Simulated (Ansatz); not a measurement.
## How settings move the G0W0 gap of KI (rocksalt)

KI (rocksalt), relaxed with r2SCAN; one-shot G0W0 in Ansatz without spin-orbit coupling. The values are computed, spin-unpolarised, and not measurements.

```xyz
2
Lattice="0.0000 3.5443 3.5443 3.5443 0.0000 3.5443 3.5443 3.5443 0.0000" Properties=species:S:1:pos:R:3 pbc="T T T"
K     0.0000    0.0000    0.0000
I     3.5443    3.5443    3.5443
```

Gaps are read over the mesh points alone. G0W0 here is at a finite number of bands, screening cutoff and k mesh, not at the basis limit.

| start | potentials | frequency model | mesh | empty bands | screening cutoff (eV) | Kohn-Sham gap (eV) | G0W0 gap (eV) |
| --- | --- | --- | --- | --- | --- | --- | --- |
| PBE | PAW | contour deformation | 4×4×4 | 202 | 100 | 3.94 | 6.02 |
| PBE | PAW | contour deformation | 4×4×4 | 488 | 180 | 3.94 | 6.12 |
| PBE | PAW | contour deformation | 4×4×4 | 947 | 260 | 3.94 | 6.14 |
| HSE06 | PAW | contour deformation | 4×4×4 | 488 | 180 | 4.94 | 6.60 |
| r2SCAN | PAW | contour deformation | 4×4×4 | 488 | 180 | 4.59 | 6.46 |
| PBE0 | PAW | contour deformation | 4×4×4 | 488 | 180 | 5.63 | 6.82 |
| PBE | PAW | Godby-Needs pole | 4×4×4 | 488 | 180 | 3.94 | 6.12 |
| PBE | PAW | contour deformation | 6×6×6 | 144 | 80 | 3.94 | 5.94 |
| PBE | norm-conserving | contour deformation | 4×4×4 | 488 | 180 | 3.94 | 6.01 |

Over the mesh points the PBE gap of 3.94 eV becomes a quasiparticle gap of 6.14 eV (direct at Γ), a change of +2.20 eV. Renormalisation factors Z lie between 0.79 and 0.85.

Raising bands and cutoff together moves the gap by +0.10 eV (100 to 180 eV), then +0.02 eV (180 to 260 eV); the last step is small, which bounds nothing strictly. Starting from HSE06 (4.94 eV against PBE's 3.94 eV) gives 6.60 eV, +0.48 eV from G0W0@PBE at the same screening cutoff. Starting from r2SCAN (4.59 eV against PBE's 3.94 eV) gives 6.46 eV, +0.34 eV from G0W0@PBE at the same screening cutoff. Starting from PBE0 (5.63 eV against PBE's 3.94 eV) gives 6.82 eV, +0.70 eV from G0W0@PBE at the same screening cutoff. The Godby-Needs plasmon pole differs from contour deformation by 0.00 eV. Norm-conserving potentials (wave cutoff 952 eV against 420 eV) shift the quasiparticle gap by -0.11 eV and the PBE gap by 0.00 eV. r2SCAN runs take a wave cutoff of 500 eV.
